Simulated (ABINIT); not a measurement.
# Ga2Se in ABINIT: notebook

One slab, Ga2Se, is run at these levels: PBE, PBEsol; tasks: work function, band structure.

Everything below comes from runs of ABINIT 10.8.3 (patched build). Logs are shortened: lines on timing, memory, paths and dates and some standing lists are left out, and cuts for length are marked. The log counts tension as positive stress, the text compression.

## (1) Starting point

The cell holds a slab with vacuum, 6 atoms: a = 3.774 Å, b = 3.774 Å, c = 26.140 Å, α = 90.00°, β = 90.00°, γ = 120.00°.

## (2) Work function, PBE

run.abi reads:

```
pp_dirpath "./"
pseudos "Ga.GGA_PBE-JTH.xml, Se.GGA_PBE-JTH.xml"

acell 3*1.0 Angstrom
rprim
     3.7741805300     0.0000000000     0.0000000000
    -1.8870902700     3.2685362200     0.0000000000
     0.0000000000     0.0000000000    26.1404627400
ntypat 2
znucl 31 34
natom 6
typat 1 1 2 2 1 1
xred
     0.6666666700     0.3333333300     0.2869115200
     0.6666666700     0.3333333300     0.3800913600
     0.3333333300     0.6666666700     0.4242390500
     0.0000000000     0.0000000000     0.5306313900
     0.3333333300     0.6666666700     0.5772105700
     0.3333333300     0.6666666700     0.6770746600
chkprim 0
chksymtnons 0
tolsym 1.0e-6

ecut 17.0
pawecutdg 34.0
pawxcdev 0

kptopt 1
ngkpt 8 8 1
nshiftk 1
shiftk 0.0 0.0 0.0

ixc 11

nband 39
occopt 3
tsmear 0.00183747

nstep 120
tolvrs 1.0e-9

iomode 3
prtwf 0
prteig 0
prtebands 0
enunit 2
prtden 1
prtvha 1
prtvclmb 1
prtpot 1
```

Potentials or basis: JTH PAW PBE v2.0.

Launch:

```sh
$ mpirun --bind-to none -np 4 abinit run.abi > log 2>&1
```

run.abo:

```text
.Version 10.8.3 of ABINIT
 Symmetries : space group P3 m 1 (#156); Bravais hP (primitive hexag.)
================================================================================
 Values of the parameters that define the memory need of the present run
     intxc =       0    ionmov =       0      iscf =      17    lmnmax =      18
     lnmax =       6     mgfft =     192  mpssoang =       3    mqgrid =   12967
     natom =       6  nloc_mem =       2    nspden =       1   nspinor =       1
    nsppol =       1      nsym =       6    n1xccc =       1    ntypat =       2
    occopt =       3   xclevel =       2
       mpw =        7357          nfft =      172800          nkpt =          10
Pmy_natom=         2
 PAW method is used; the additional fine FFT grid is defined by:
   mgfftf=       270    nfftf =    432000
================================================================================
================================================================================

--------------------------------------------------------------------------------
------------- Echo of variables that govern the present computation ------------
--------------------------------------------------------------------------------
 -outvars: echo values of preprocessed input variables --------
            acell      1.8897261259E+00  1.8897261259E+00  1.8897261259E+00 Bohr
              amu      6.97230000E+01  7.89600000E+01
          chkprim           0
      chksymtnons           0
             ecut      1.70000000E+01 Hartree
           enunit           2
              ixc          11
         kptrlatt        8    0    0      0    8    0      0    0    1
          kptrlen      5.70573404E+01
            natom           6
            nband          39
            ngfft          30      30     192
          ngfftdg          40      40     270
             nkpt          10
            nstep         120
             nsym           6
           ntypat           2
           occopt           3
        pawecutdg      3.40000000E+01 Hartree
         pawxcdev           0
        prtebands           0
           prteig           0
           prtpot           1
         prtvclmb           1
           prtvha           1
            prtwf           0
            rprim      3.7741805300E+00  0.0000000000E+00  0.0000000000E+00
                      -1.8870902700E+00  3.2685362200E+00  0.0000000000E+00
                       0.0000000000E+00  0.0000000000E+00  2.6140462740E+01
          spgroup         156
           tolsym      1.00000000E-06
           tolvrs      1.00000000E-09
           tsmear      1.83747000E-03 Hartree
            typat      1  1  2  2  1  1
           useylm           1
           xangst      1.8870902445E+00  1.0895120842E+00  7.4999998982E+00
                       1.8870902445E+00  1.0895120842E+00  9.9357640339E+00
                      -2.2204235483E-08  2.1790241576E+00  1.1089805079E+01
                      -1.8870902552E-08  1.0895120667E-08  1.3870950079E+01
                      -2.2204235483E-08  2.1790241576E+00  1.5088551398E+01
                      -2.2204235483E-08  2.1790241576E+00  1.7699044922E+01
            xcart      3.5660837369E+00  2.0588794501E+00  1.4172945752E+01
                       3.5660837369E+00  2.0588794501E+00  1.8775872876E+01
                      -4.1959923897E-08  4.1177588795E+00  2.0956694390E+01
                      -3.5660837572E-08  2.0588794170E-08  2.6212296755E+01
                      -4.1959923897E-08  4.1177588795E+00  2.8513229779E+01
                      -4.1959923897E-08  4.1177588795E+00  3.3446347593E+01
             xred      6.6666666333E-01  3.3333333667E-01  2.8691152000E-01
                       6.6666666333E-01  3.3333333667E-01  3.8009136000E-01
                       3.3333333000E-01  6.6666667000E-01  4.2423905000E-01
                      -3.3333333131E-09  3.3333333131E-09  5.3063139000E-01
                       3.3333333000E-01  6.6666667000E-01  5.7721057000E-01
                       3.3333333000E-01  6.6666667000E-01  6.7707466000E-01
            znucl       31.00000   34.00000

================================================================================

 chkinp: Checking input parameters for consistency.

================================================================================
== DATASET  1 ==================================================================

--- !DatasetInfo
iteration_state: {dtset: 1, }
dimensions: {natom: 6, nkpt: 10, mband: 39, nsppol: 1, nspinor: 1, nspden: 1, mpw: 7357, }
cutoff_energies: {ecut:  17.0, pawecutdg:  34.0, }
electrons: {nelect:   6.40000000E+01, charge:   0.00000000E+00, occopt:   3.00000000E+00, tsmear:   1.83747000E-03, }
meta: {optdriver: 0, ionmov: 0, optcell: 0, iscf: 17, paral_kgb: 0, }
...

 Exchange-correlation functional for the present dataset will be:
  GGA: Perdew-Burke-Ernzerhof functional - ixc=11
  J.P.Perdew, K.Burke, M.Ernzerhof, PRL 77, 3865 (1996)

 Real(R)+Recip(G) space primitive vectors, cartesian coordinates (Bohr,Bohr^-1):
 R(1)=  7.1321676  0.0000000  0.0000000  G(1)=  0.1402098  0.0809502  0.0000000
 R(2)= -3.5660838  6.1766383  0.0000000  G(2)=  0.0000000  0.1619004  0.0000000
 R(3)=  0.0000000  0.0000000 49.3983154  G(3)=  0.0000000  0.0000000  0.0202436
 Unit cell volume ucvol=  2.1761351E+03 bohr^3
 Angles (23,13,12)=  9.00000000E+01  9.00000000E+01  1.20000000E+02 degrees

 Coarse grid specifications (used for wave-functions):

 getcut: wavevector=  0.0000  0.0000  0.0000  ngfft=  30  30 192
[... 142 lines left out ...]

================================================================================

 ----iterations are completed or convergence reached----

 Mean square residual over all n,k,spin=   15.786E-13; max=  19.809E-11
 reduced coordinates (array xred) for    6 atoms
       0.666666663333      0.333333336667      0.286911520000
       0.666666663333      0.333333336667      0.380091360000
       0.333333330000      0.666666670000      0.424239050000
      -0.000000003333      0.000000003333      0.530631390000
       0.333333330000      0.666666670000      0.577210570000
       0.333333330000      0.666666670000      0.677074660000
 rms dE/dt=  2.3109E-01; max dE/dt=  8.4890E-01; dE/dt below (all hartree)
    1       0.000000000000      0.000000000000      0.848904816651
    2       0.000000000000     -0.000000000000     -0.367506457033
    3      -0.000000000000      0.000000000000     -0.309138164794
    4       0.000000000000     -0.000000000000     -0.025017130032
    5      -0.000000000000      0.000000000000     -0.076518378005
    6       0.000000000000      0.000000000000     -0.058968773417

 cartesian coordinates (angstrom) at end:
    1      1.88709024446243     1.08951208422845     7.49999989823676
    2      1.88709024446243     1.08951208422845     9.93576403387592
    3     -0.00000002220424     2.17902415756179    11.08980507937800
    4     -0.00000001887090     0.00000001089512    13.87095007896941
    5     -0.00000002220424     2.17902415756179    15.08855139821916
    6     -0.00000002220424     2.17902415756179    17.69904492192817

 cartesian forces (hartree/bohr) at end:
    1      0.00000000000000    -0.00000000000000    -0.01714523038262
    2     -0.00000000000000     0.00000000000000     0.00747931934648
    3      0.00000000000000    -0.00000000000000     0.00629773467528
    4     -0.00000000000000     0.00000000000000     0.00054610058497
    5      0.00000000000000    -0.00000000000000     0.00158867152233
    6      0.00000000000000    -0.00000000000000     0.00123340425356
 frms,max,avg= 4.6779862E-03 1.7145230E-02   0.000E+00  0.000E+00 -3.966E-05 h/b

 cartesian forces (eV/Angstrom) at end:
    1      0.00000000000000    -0.00000000000000    -0.88164319422996
    2     -0.00000000000000     0.00000000000000     0.38460206437231
    3      0.00000000000000    -0.00000000000000     0.32384253764011
    4     -0.00000000000000     0.00000000000000     0.02808162114822
    5      0.00000000000000    -0.00000000000000     0.08169277427414
    6      0.00000000000000    -0.00000000000000     0.06342419679519
 frms,max,avg= 2.4055172E-01 8.8164319E-01   0.000E+00  0.000E+00 -2.040E-03 e/A
 length scales=  1.889726125908  1.889726125908  1.889726125908 bohr
              =  1.000000000000  1.000000000000  1.000000000000 angstroms
 Fermi (or HOMO) energy (hartree) =  -0.05478   Average Vxc (hartree)=  -0.17826
 Eigenvalues (hartree) for nkpt=  10  k points:
 kpt#   1, nband= 39, wtk=  0.01563, kpt=  0.0000  0.0000  0.0000 (reduced coord)
  -0.60319   -0.59824   -0.59824   -0.59795   -0.59795   -0.59761   -0.59761   -0.59722
  -0.59530   -0.59530   -0.59428   -0.59428   -0.59003   -0.58995   -0.58995   -0.58565
  -0.58565   -0.58401   -0.58276   -0.58276   -0.57206   -0.55219   -0.32190   -0.30818
  -0.23156   -0.19810   -0.10384   -0.10384   -0.09094   -0.08811   -0.08811   -0.04932
   0.00876    0.03079    0.09275    0.10041    0.10226    0.10226    0.11613
      occupation numbers for kpt#   1
   2.00000    2.00000    2.00000    2.00000    2.00000    2.00000    2.00000    2.00000
   2.00000    2.00000    2.00000    2.00000    2.00000    2.00000    2.00000    2.00000
   2.00000    2.00000    2.00000    2.00000    2.00000    2.00000    2.00000    2.00000
   2.00000    2.00000    2.00000    2.00000    2.00000    2.00000    2.00000    0.09751
   0.00000    0.00000    0.00000    0.00000    0.00000    0.00000    0.00000
 prteigrs : prtvol=0 or 1, do not print more k-points.

 Fermi (or HOMO) energy (eV) =  -1.49062   Average Vxc (eV)=  -4.85057
 Eigenvalues (   eV  ) for nkpt=  10  k points:
 kpt#   1, nband= 39, wtk=  0.01563, kpt=  0.0000  0.0000  0.0000 (reduced coord)
 -16.41377  -16.27907  -16.27907  -16.27096  -16.27096  -16.26170  -16.26170  -16.25124
 -16.19893  -16.19893  -16.17113  -16.17113  -16.05562  -16.05327  -16.05327  -15.93631
 -15.93631  -15.89175  -15.85775  -15.85775  -15.56660  -15.02597   -8.75944   -8.38590
  -6.30100   -5.39062   -2.82561   -2.82561   -2.47464   -2.39767   -2.39767   -1.34207
   0.23847    0.83788    2.52390    2.73224    2.78265    2.78265    3.15993
 prteigrs : prtvol=0 or 1, do not print more k-points.

--- !EnergyTerms
iteration_state     : {dtset: 1, }
comment             : Components of total free energy in Hartree
kinetic             :  2.61785698626601E+01
hartree             :  7.33025219904488E+02
xc                  : -1.88965657707713E+01
Ewald energy        :  4.55047057410772E+02
psp_core            :  4.61328557937896E+00
local_psp           : -1.54182530076866E+03
PAW spherical_terms :  6.41591554691200E+00
internal            : -3.35441818235219E+02
'-kT*entropy'       : -1.67033484039520E-03
total_energy        : -3.35443488570059E+02
total_energy_eV     : -9.12788233117920E+03
...

--- !EnergyTermsDC
iteration_state     : {dtset: 1, }
comment             : '"Double-counting" decomposition of free energy'
band_energy         : -2.94185969185912E+01
Ewald energy        :  4.55047057410772E+02
psp_core            :  4.61328557937896E+00
xc_dc               : -7.36853056505163E+02
PAW spherical_terms : -2.88304886097281E+01
internal            : -3.35441799043331E+02
'-kT*entropy'       : -1.67033484039520E-03
total_energy_dc     : -3.35443469378171E+02
total_energy_dc_eV  : -9.12788180894132E+03
...

--- !EnergyTermsWithPAWCore
iteration_state     : {dtset: 1, }
comment             : 'Components of total free energy, including PAW core contributions'
Total energy        : -1.26363361991357E+04
Total energy DC     : -1.26363361799439E+04
Total energy (eV)   : -3.43852225048754E+05
Total energy DC (eV): -3.43852224526516E+05
...

 Cartesian components of stress tensor (hartree/bohr^3)
  sigma(1 1)=  1.15795708E-05  sigma(3 2)=  0.00000000E+00
  sigma(2 2)=  1.15795675E-05  sigma(3 1)=  0.00000000E+00
  sigma(3 3)= -5.96117919E-05  sigma(2 1)=  3.26067092E-12

-Cartesian components of stress tensor (GPa)         [Pressure=  3.5749E-01 GPa]
- sigma(1 1)=  3.40682736E-01  sigma(3 2)=  0.00000000E+00
- sigma(2 2)=  3.40682638E-01  sigma(3 1)=  0.00000000E+00
- sigma(3 3)= -1.75383947E+00  sigma(2 1)=  9.59322505E-08

== END DATASET(S) ==============================================================
================================================================================

 -outvars: echo values of variables after computation  --------
            acell      1.8897261259E+00  1.8897261259E+00  1.8897261259E+00 Bohr
           etotal     -3.3544346938E+02
            fcart      1.6108174038E-27 -2.7900175805E-27 -1.7145230383E-02
                      -2.2551443653E-26  3.9060246127E-26  7.4793193465E-03
                       6.4432696153E-27 -1.1160070322E-26  6.2977346753E-03
                      -1.2886539231E-26  2.2320140644E-26  5.4610058497E-04
                       2.5773078461E-26 -4.4640281288E-26  1.5886715223E-03
                       1.6108174038E-27 -2.7900175805E-27  1.2334042536E-03
            rprim      3.7741805300E+00  0.0000000000E+00  0.0000000000E+00
                      -1.8870902700E+00  3.2685362200E+00  0.0000000000E+00
                       0.0000000000E+00  0.0000000000E+00  2.6140462740E+01
           strten      1.1579570829E-05  1.1579567502E-05 -5.9611791939E-05
                       0.0000000000E+00  0.0000000000E+00  3.2606709192E-12
           xangst      1.8870902445E+00  1.0895120842E+00  7.4999998982E+00
                       1.8870902445E+00  1.0895120842E+00  9.9357640339E+00
                      -2.2204235483E-08  2.1790241576E+00  1.1089805079E+01
                      -1.8870902552E-08  1.0895120667E-08  1.3870950079E+01
                      -2.2204235483E-08  2.1790241576E+00  1.5088551398E+01
                      -2.2204235483E-08  2.1790241576E+00  1.7699044922E+01
             xred      6.6666666333E-01  3.3333333667E-01  2.8691152000E-01
                       6.6666666333E-01  3.3333333667E-01  3.8009136000E-01
                       3.3333333000E-01  6.6666667000E-01  4.2423905000E-01
                      -3.3333333131E-09  3.3333333131E-09  5.3063139000E-01
                       3.3333333000E-01  6.6666667000E-01  5.7721057000E-01
                       3.3333333000E-01  6.6666667000E-01  6.7707466000E-01
 Calculation completed.
```

It took 3.1 min on 4 MPI ranks of Arm Neoverse V1, shared host; peak memory 0.92 GiB.

Results:

```yaml
Free_energy: -9127.8818 eV
Largest_force: 0.882 eV/Å
Band_gap_on_the_k_mesh: none (metal or under the smearing width)
Valence_electrons_inside_the_program's_atomic_spheres: Ga 10.93, 11.07, 11.03, 10.91; Se 3.95, 3.94
Work_function: 4.84 eV
```

Forces on the atoms (eV/Å):
```
Ga   0.000  0.000 -0.882
Ga   0.000  0.000  0.385
Se   0.000  0.000  0.324
Se   0.000  0.000  0.028
Ga   0.000  0.000  0.082
Ga   0.000  0.000  0.063
```

Caveat: the slab has no dipole correction, so unlike faces share one vacuum level.

[end of part 1 of 2]
